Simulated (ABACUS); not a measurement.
S:

```xyz
6
Lattice="5.4090 3.1229 1.4267 -5.4090 3.1229 1.4267 0.0000 -6.2458 1.4267" Properties=species:S:1:pos:R:3 pbc="T T T"
S     4.1595   -1.7607    2.4018
S    -3.6046   -2.7219    2.4018
S    -0.5550    4.4826    2.4018
S    -4.1595    1.7607    1.8782
S     3.6046    2.7219    1.8782
S     0.5550   -4.4826    1.8782
```

This isn't the form of S at room conditions, which is orthorhombic, of S8 rings.

| Property | Result |
| --- | --- |
| Program | ABACUS 3.10.1 |
| Task | single point |
| Functional | PBE |
| Potentials or basis | PseudoDojo NC SR 0.4.1 PBE standard |
| Cutoff | 776 eV |
| Density cutoff | 3102 eV |
| Basis | plane waves |
| k mesh | 7 × 7 × 7 |
| Occupations | fermi-dirac, width 0.05 eV |
| Spin | no spin polarisation |

On this cell: pressure 2.9 GPa; largest force 0.418 eV/Å; band gap on the k mesh 2.12 eV, indirect (least direct gap 2.20 eV).

The same run follows on a disturbed copy (atoms moved at random, drawn with an rms of 0.05 Å):

```
CELL_PARAMETERS angstrom
5.40900 3.12289 1.42667
-5.40900 3.12289 1.42667
0.00000 -6.24578 1.42667
ATOMIC_POSITIONS crystal
S 0.84990 0.07986 0.73852
S 0.07346 0.74239 0.84317
S 0.75217 0.85588 0.08415
S 0.13803 0.90665 0.23764
S 0.92259 0.25087 0.14788
S 0.25334 0.15409 0.92046
```

Q: What does the disturbed cell give?

A: The energy moves by +6.1 meV/atom; pressure 3.1 GPa; largest force 0.850 eV/Å; band gap on the k mesh 2.09 eV, indirect (least direct gap 2.18 eV).

Forces on the atoms (eV/Å):
```
S   -0.310 -0.063  0.082
S    0.322  0.422 -0.105
S   -0.349 -0.449 -0.432
S    0.565 -0.446  0.452
S   -0.591  0.207  0.077
S    0.363  0.328 -0.073
```

Stress tensor (GPa, compression positive):
```
4.36 0.36 0.29
0.36 3.10 0.10
0.29 0.10 1.94
```

Caveats: an odd mesh through Γ misses points on the zone boundary, where band edges often lie.
